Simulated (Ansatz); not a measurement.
CdO2:

```
Cd O
1.0
     3.47623    0.00000    0.00000
    -1.73811    3.01050    0.00000
     0.00000    0.00000    4.14808
Cd O
1 2
Direct
  0.00000 0.00000 0.00000
  0.33333 0.66667 0.24422
  0.66667 0.33333 0.75578
```

The cell comes from a database or a generator and needn't be the stable form of this composition.

- Program: Ansatz 0.2.0
- Task: relaxation of cell and atoms
- Functional: BLYP
- Dispersion: D3(BJ)
- Potentials or basis: Ansatz PAW
- Cutoff: 420 eV (not typed: the program's choice for these potentials)
- k mesh: 9 × 9 × 7
- Occupations: fermi-dirac, width 0.05 eV
- Spin: no spin polarisation

At the start: volume 14.47 Å³/atom.

Question: How do energy, volume and symmetry change on relaxing?

Answer: It ends after 11 steps and the volume is 12.28 Å³/atom (-15.2 %); space group P-3m1 (No. 164, to 0.05 Å).

Step by step:
```csv
step,energy change (eV),largest force (eV/Å),volume (Å³)
1,0.0000,0.1205,43.41
2,-0.1566,0.1793,39.86
3,-0.2292,0.0210,37.43
4,-0.2367,0.0033,36.91
5,-0.2360,0.0036,37.14
6,-0.2239,0.0035,37.14
7,-0.2261,0.0029,36.83
8,-0.2260,0.0002,36.85
9,-0.2246,0.0002,36.85
10,-0.2247,0.0001,36.83
11,-0.2246,0.0000,36.83
```

Final structure:
```
Cd O
1.0
     3.41657    0.00000    0.00000
    -1.70829    2.95884    0.00000
     0.00000    0.00000    3.64339
Cd O
1 2
Cartesian
  0.0000 0.0000 0.0000
  0.0000 1.9726 1.0304
  1.7083 0.9863 2.6130
```

Caveat: the volume moved by over 15 % at a fixed basis, so the end points are rough; the plane-wave basis is chosen anew once the cell has moved, so the energies of steps on either side of that aren't comparable; the pressure holds a Pulay correction of +0.8 GPa for the finite cutoff; pairwise dispersion overbinds metals, which lowers pressure and volume; the PAW data sets come from PBE, with cores solved anew for the run's functional, which leaves a small shift of forces and pressure.
